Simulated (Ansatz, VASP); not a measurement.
# Two plane-wave programs on AlN

```
Al N
1.0
     0.05731    2.15384    2.15384
     2.15384    0.05731    2.15384
     2.15384    2.15384    0.05731
Al N
1 1
Direct
  0.50000 0.50000 0.50000
  0.00000 0.00000 0.00000
```

Alike in both runs: task single point; functional PBEsol; k mesh 10 × 10 × 10; occupations gaussian, width 0.05 eV; no spin polarisation.

```csv
,VASP,Ansatz
version,VASP 6.6.1,Ansatz 0.2.0
potentials or method,"VASP PAW PBE potentials, release 64 (Al, N)","scalar-relativistic, plane waves, PAW"
plane-wave cutoff (eV),520,520
valence electrons in the cell,8,8
```

Ansatz gave:

| Property | Result |
| --- | --- |
| gap on the k mesh at the Fermi level (eV) | 2.97 |
| least direct gap on the mesh (eV) | 3.43 |

Estimate VASP's values.

gap on the k mesh at the Fermi level (eV): 2.97; least direct gap on the mesh (eV): 3.44.

Ansatz warned: «pseudo_functional_mismatch».

 A k mesh can miss the band edges.
